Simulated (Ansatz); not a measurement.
Molecular dynamics on a 2×2×1 supercell (12 atoms) of Te (P3_121), relaxed with r2SCAN+rVV10. Forces come from PBEsol in the PAW code Ansatz: a Langevin thermostat at fixed volume, 2200 K, steps of 2 fs. Spin polarisation is off, nuclei are classical, and the run is far too short for thermal averages.

```yaml
crystal:
  lattice:
    - [8.942515454, 0.0, 0.0]
    - [-4.471257727, 7.7444455569, 0.0]
    - [0.0, 0.0, 5.9487470213]
  atoms:
    - { symbol: Te, position: [0.1320960326, 0.0, 0.3333333333] }
    - { symbol: Te, position: [0.0, 0.1320960326, 0.6666666667] }
    - { symbol: Te, position: [0.3679039674, 0.3679039674, 0.0] }
    - { symbol: Te, position: [0.1320960326, 0.5, 0.3333333333] }
    - { symbol: Te, position: [0.0, 0.6320960326, 0.6666666667] }
    - { symbol: Te, position: [0.3679039674, 0.8679039674, 0.0] }
    - { symbol: Te, position: [0.6320960326, 0.0, 0.3333333333] }
    - { symbol: Te, position: [0.5, 0.1320960326, 0.6666666667] }
    - { symbol: Te, position: [0.8679039674, 0.3679039674, 0.0] }
    - { symbol: Te, position: [0.6320960326, 0.5, 0.3333333333] }
    - { symbol: Te, position: [0.5, 0.6320960326, 0.6666666667] }
    - { symbol: Te, position: [0.8679039674, 0.8679039674, 0.0] }
kpoints:
  mp_grid: { grid: [3, 3, 2] }
hamiltonian:
  xc: pbesol
scf:
  occupations: { method: fermi_dirac, width: 0.19 }
md:
  ensemble: nvt_langevin
  temperature: 2200
  timestep: 2.0
  n_steps: 20
  initial_velocities: maxwell_boltzmann
  seed: 4388
```

Command: `ansatz run input.yaml --threads 4 --pin off --max-ram 5529MiB --backend cpu --events-out ev --progress --plain --runs-dir out`. Wall time 7.1 min on 4 threads of Arm Neoverse N1, with other jobs on the host, load about 0.9 per core; peak host memory 1.6 GiB.

```
step  t (fs)  T (K)  free energy F from step 0 (meV/atom)  kinetic energy (meV/atom)  largest force (eV/Å)
   0       0   2017                                   0.0                      260.7                  0.18
   1       2   1950                                   0.2                      252.0                  0.25
   2       4   2073                                   1.1                      268.0                  0.35
   3       6   2255                                   2.6                      291.5                  0.45
   4       8   2342                                   4.8                      302.7                  0.55
   5      10   2195                                   7.7                      283.8                  0.66
   6      12   2194                                  11.2                      283.6                  0.77
   7      14   2302                                  15.3                      297.5                  0.89
   8      16   2301                                  19.9                      297.5                  1.00
   9      18   2224                                  24.9                      287.5                  1.12
  10      20   2508                                  30.2                      324.1                  1.21
  11      22   2612                                  35.8                      337.6                  1.31
  12      24   2545                                  41.6                      328.9                  1.41
  13      26   2570                                  47.5                      332.2                  1.50
  14      28   2514                                  53.1                      325.0                  1.57
  15      30   2717                                  58.7                      351.2                  1.63
  16      32   2432                                  64.6                      314.3                  1.72
  17      34   2765                                  70.6                      357.4                  1.82
  18      36   2615                                  76.7                      338.0                  1.90
  19      38   2715                                  82.4                      350.9                  1.94
  20      40   2810                                  88.0                      363.2                  1.96
```

The temperature starts at 2017 K, is lowest at step 1 (1950 K, 2 fs) and ends at 2810 K. By the last step the atoms have moved 0.25 Å in the root mean square, the drift of the whole cell taken out, 0.54 Å at most.

Positions (Å) and forces (eV/Å) at step 20:
```
Te   1.359   0.062   2.066    -0.088  -0.266  -0.460
Te  -0.457   0.815   4.002    -0.389   0.446   0.408
Te   1.755   2.774  -0.023    -0.544  -0.047  -0.378
Te  -1.111   3.856   2.147     1.304  -0.490  -1.378
Te  -2.640   5.088   3.879    -1.514   0.308   0.792
Te  -1.062   6.811  -0.277     1.109   0.111   0.723
Te   5.708   0.092   2.043    -0.214  -0.072  -0.385
Te   3.877   1.229   3.886     0.026  -0.121  -0.120
Te   6.245   2.961  -0.087    -0.463  -0.342   0.231
Te   3.456   3.890   1.971     0.415   0.046  -0.174
Te   1.588   4.869   3.777    -0.078   0.214   0.761
Te   3.664   6.513   0.019     0.438   0.212  -0.021
```
